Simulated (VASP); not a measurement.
InAs:

```
CELL_PARAMETERS angstrom
0.00000 3.01800 3.01800
3.01800 0.00000 3.01800
3.01800 3.01800 0.00000
ATOMIC_POSITIONS crystal
In 0.00000 0.00000 0.00000
As 0.75000 0.75000 0.75000
```

```yaml
Program: VASP 6.6.1
Task: relaxation of cell and atoms
Functional: r2SCAN
Dispersion: D3(BJ)
Potentials_or_basis: VASP PAW PBE potentials, release 64 (In_d, As)
Cutoff: 600 eV
k_mesh: 8 × 8 × 8
Occupations: gaussian, width 0.05 eV
Spin: no spin polarisation
```

At the start: pressure 1.4 GPa; volume 27.49 Å³/atom.

Where does the relaxation end?

Over 3 steps the energy falls by 2.5 meV/atom and the volume is 28.08 Å³/atom (+2.2 %); space group F-43m (No. 216, to 0.05 Å).

The path:
```tsv
step	energy change (eV)	largest force (eV/Å)	pressure (GPa)	volume (Å³)
1	0.0000	0.0000	1.38	54.98
2	-0.0033	0.0000	-0.69	56.89
3	-0.0050	0.0000	0.00	56.17
```

Final structure:
```cif
data_structure
_symmetry_space_group_name_H-M 'P 1'
_symmetry_Int_Tables_number 1
_cell_length_a 4.2987
_cell_length_b 4.2987
_cell_length_c 4.2987
_cell_angle_alpha 60.000
_cell_angle_beta 60.000
_cell_angle_gamma 60.000
_cell_volume 56.17
loop_
_atom_site_label
_atom_site_type_symbol
_atom_site_fract_x
_atom_site_fract_y
_atom_site_fract_z
_atom_site_occupancy
In1 In 0.00000 0.00000 0.00000 1
As1 As 0.75000 0.75000 0.75000 1
```

Caveat: the PAW data sets were made with another functional, which shifts forces and pressure a little.
